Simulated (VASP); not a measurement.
Write the native input for VASP 6.6.1 that does the following.

```
Task                   : band structure
Functional             : PBEsol
Potentials or basis    : VASP PAW PBE potentials, release 64 (Zr_sv, B)
Cutoff                 : 520 eV
k mesh                 : 15 × 15 × 10
Occupations            : methfessel-paxton, width 0.1 eV
Spin                   : no spin polarisation
Further INCAR settings : ALGO = Fast; EDIFF = 1e-06; NBANDS = 16
```

The structure of ZrB2 lies in POSCAR:

```
ZrB2                                    
1.0
    3.1569733969      0.0000000000      0.0000000000
   -1.5784866984      2.7340191608      0.0000000000
    0.0000000000      0.0000000000      3.5062987263
  Zr              B             
     1     2
Direct
     0.0000000000000000    0.0000000000000000    0.0000000000000000
     0.3333333300000021    0.6666666699999979    0.5000000000000000
     0.6666666699999979    0.3333333300000021    0.5000000000000000
```

The input as run:

INCAR

```
ALGO     = Fast           # electronic algorithm
EDIFF    = 1E-6           # SCF threshold, eV
ENCUT    = 520            # plane-wave cutoff, eV
GGA      = PS             # functional
ICORELEVEL= 1            
ISIF     = 2              # what is computed and relaxed
ISMEAR   = 1              # smearing method
LASPH    = T              # aspherical terms in the spheres
LCHARG   = F              # write CHGCAR
LMAXMIX  = 4              # l up to which the mixer works
LREAL    = F              # projectors in reciprocal space
LWAVE    = F              # write WAVECAR
NBANDS   = 16             # bands
NELM     = 80             # most SCF steps
PREC     = Accurate       # precision mode
SIGMA    = 0.1            # smearing width, eV
```

KPOINTS

```
k-points
0
Gamma
  15 15 10
```

KPOINTS_OPT

```
explicit points
96
Reciprocal
 0.0000000000  0.0000000000  0.0000000000 1
 0.0555555556  0.0000000000  0.0000000000 1
 0.1111111111  0.0000000000  0.0000000000 1
 0.1666666667  0.0000000000  0.0000000000 1
 0.2222222222  0.0000000000  0.0000000000 1
 0.2777777778  0.0000000000  0.0000000000 1
 0.3333333333  0.0000000000  0.0000000000 1
 0.3888888889  0.0000000000  0.0000000000 1
 0.4444444444  0.0000000000  0.0000000000 1
 0.5000000000  0.0000000000  0.0000000000 1
 0.5000000000  0.0000000000  0.0000000000 1
 0.4814814815  0.0370370370  0.0000000000 1
 0.4629629630  0.0740740741  0.0000000000 1
 0.4444444444  0.1111111111  0.0000000000 1
 0.4259259259  0.1481481481  0.0000000000 1
 0.4074074074  0.1851851852  0.0000000000 1
 0.3888888889  0.2222222222  0.0000000000 1
 0.3703703703  0.2592592592  0.0000000000 1
 0.3518518518  0.2962962963  0.0000000000 1
 0.3333333333  0.3333333333  0.0000000000 1
 0.3333333333  0.3333333333  0.0000000000 1
 0.2962962963  0.2962962963  0.0000000000 1
 0.2592592592  0.2592592592  0.0000000000 1
 0.2222222222  0.2222222222  0.0000000000 1
 0.1851851852  0.1851851852  0.0000000000 1
 0.1481481481  0.1481481481  0.0000000000 1
 0.1111111111  0.1111111111  0.0000000000 1
 0.0740740741  0.0740740741  0.0000000000 1
 0.0370370370  0.0370370370  0.0000000000 1
 0.0000000000  0.0000000000  0.0000000000 1
 0.0000000000  0.0000000000  0.0000000000 1
 0.0000000000  0.0000000000  0.0555555556 1
 0.0000000000  0.0000000000  0.1111111111 1
 0.0000000000  0.0000000000  0.1666666667 1
 0.0000000000  0.0000000000  0.2222222222 1
 0.0000000000  0.0000000000  0.2777777778 1
 0.0000000000  0.0000000000  0.3333333333 1
 0.0000000000  0.0000000000  0.3888888889 1
 0.0000000000  0.0000000000  0.4444444444 1
 0.0000000000  0.0000000000  0.5000000000 1
 0.0000000000  0.0000000000  0.5000000000 1
 0.0555555556  0.0000000000  0.5000000000 1
 0.1111111111  0.0000000000  0.5000000000 1
 0.1666666667  0.0000000000  0.5000000000 1
 0.2222222222  0.0000000000  0.5000000000 1
 0.2777777778  0.0000000000  0.5000000000 1
 0.3333333333  0.0000000000  0.5000000000 1
 0.3888888889  0.0000000000  0.5000000000 1
 0.4444444444  0.0000000000  0.5000000000 1
 0.5000000000  0.0000000000  0.5000000000 1
 0.5000000000  0.0000000000  0.5000000000 1
 0.4814814815  0.0370370370  0.5000000000 1
 0.4629629630  0.0740740741  0.5000000000 1
 0.4444444444  0.1111111111  0.5000000000 1
 0.4259259259  0.1481481481  0.5000000000 1
 0.4074074074  0.1851851852  0.5000000000 1
 0.3888888889  0.2222222222  0.5000000000 1
 0.3703703703  0.2592592592  0.5000000000 1
 0.3518518518  0.2962962963  0.5000000000 1
 0.3333333333  0.3333333333  0.5000000000 1
 0.3333333333  0.3333333333  0.5000000000 1
 0.2962962963  0.2962962963  0.5000000000 1
 0.2592592592  0.2592592592  0.5000000000 1
 0.2222222222  0.2222222222  0.5000000000 1
 0.1851851852  0.1851851852  0.5000000000 1
 0.1481481481  0.1481481481  0.5000000000 1
 0.1111111111  0.1111111111  0.5000000000 1
 0.0740740741  0.0740740741  0.5000000000 1
 0.0370370370  0.0370370370  0.5000000000 1
 0.0000000000  0.0000000000  0.5000000000 1
 0.5000000000  0.0000000000  0.5000000000 1
 0.5000000000  0.0000000000  0.4444444444 1
 0.5000000000  0.0000000000  0.3888888889 1
 0.5000000000  0.0000000000  0.3333333333 1
 0.5000000000  0.0000000000  0.2777777778 1
 0.5000000000  0.0000000000  0.2222222222 1
 0.5000000000  0.0000000000  0.1666666667 1
 0.5000000000  0.0000000000  0.1111111111 1
 0.5000000000  0.0000000000  0.0555555556 1
 0.5000000000  0.0000000000  0.0000000000 1
 0.3333333333  0.3333333333  0.0000000000 1
 0.3333333333  0.3333333333  0.0555555556 1
 0.3333333333  0.3333333333  0.1111111111 1
 0.3333333333  0.3333333333  0.1666666667 1
 0.3333333333  0.3333333333  0.2222222222 1
 0.3333333333  0.3333333333  0.2777777778 1
 0.3333333333  0.3333333333  0.3333333333 1
 0.3333333333  0.3333333333  0.3888888889 1
 0.3333333333  0.3333333333  0.4444444444 1
 0.3333333333  0.3333333333  0.5000000000 1
 0.0000000000  0.0000000000  0.0000000000 1
 0.0000000000  0.0000000000  0.5000000000 1
 0.3333333333  0.3333333333  0.5000000000 1
 0.3333333333  0.3333333333  0.0000000000 1
 0.5000000000  0.0000000000  0.5000000000 1
 0.5000000000  0.0000000000  0.0000000000 1
```

Potentials or basis: VASP PAW PBE potentials, release 64 (Zr_sv, B).

Run with:

```console
$ cat potpaw_PBE.64/Zr_sv/POTCAR potpaw_PBE.64/B/POTCAR > POTCAR
$ mpirun -np 1 vasp_std > vasp.out
```

Results of the run:

```json
{
 "Pressure": "0.0 GPa",
 "Band gap along the path": "none (metal or under the smearing width)"
}
```

Caveat: the PAW data sets were made with another functional, which shifts forces and pressure a little.

Wall time 50 s on 1 thread of Intel(R) Xeon(R) 6975P-C (Granite Rapids) (shared host), peak memory 0.24 GiB.
